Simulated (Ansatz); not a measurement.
Set up this calculation in Ansatz 0.2.0, as the native input.

| Property | Result |
| --- | --- |
| Task | band structure |
| Functional | HSE06 |
| Potentials or basis | Ansatz PAW |
| Cutoff | 420 eV (not typed: the program's choice for these potentials) |
| k mesh | 6 × 6 × 4 |
| Occupations | fermi-dirac, width 0.05 eV |
| Spin | no spin polarisation |
| Path | [["G", "M", "K", "G", "A", "L", "H", "A"], ["L", "M"], ["K", "H"]] |
| Points for each segment of the path | 4 |

The system is CdS (Greenockite).

```
Cd S
1.0
     4.15000    0.00000    0.00000
    -2.07500    3.59401    0.00000
     0.00000    0.00000    6.73700
Cd S
2 2
Direct
  0.66667 0.33333 0.50000
  0.33333 0.66667 0.00000
  0.66667 0.33333 0.87500
  0.33333 0.66667 0.37500
```

One way to write it, as run:

input

```
crystal:
  lattice:
    - [4.15, 0.0, 0.0]
    - [-2.075, 3.5940054257, 0.0]
    - [0.0, 0.0, 6.737]
  atoms:
    - { symbol: Cd, position: [0.6666666667, 0.3333333333, 0.5] }
    - { symbol: Cd, position: [0.3333333333, 0.6666666667, 0.0] }
    - { symbol: S, position: [0.6666666667, 0.3333333333, 0.875] }
    - { symbol: S, position: [0.3333333333, 0.6666666667, 0.375] }
hamiltonian:
  xc: hse06
  pseudopotentials: { kind: paw }
kpoints:
  mp_grid: { grid: [6, 6, 4] }
  band_path:
    path:
      - [[0.0, 0.0, 0.0], [0.5, 0.0, 0.0], [0.3333333333, 0.3333333333, 0.0], [0.0, 0.0, 0.0], [0.0, 0.0, 0.5], [0.5, 0.0, 0.5], [0.3333333333, 0.3333333333, 0.5], [0.0, 0.0, 0.5]]
      - [[0.5, 0.0, 0.5], [0.5, 0.0, 0.0]]
      - [[0.3333333333, 0.3333333333, 0.0], [0.3333333333, 0.3333333333, 0.5]]
    npoints: 4
scf:
  occupations: { method: fermi_dirac, width: 0.05 }
  n_extra_bands: 10
output:
  forces: true
  stress: true
  eigenvalues: true
  fatbands: false
```

Results of the run:

* Pressure: 0.9 GPa
* Largest force: 0.072 eV/Å
* Band gap on the k mesh: 2.22 eV, direct
* Band gap along the path: 2.22 eV, direct

Caveat: the PAW data sets come from PBE, with cores solved anew for the run's functional, which leaves a small shift of forces and pressure; the thresholds are loose for stress.

It took 74 s on 1 × NVIDIA H100 80GB HBM3 with 2 threads of AMD EPYC 7R13 Processor (Zen 3), with other jobs on the host, peak memory 3.1 GiB.
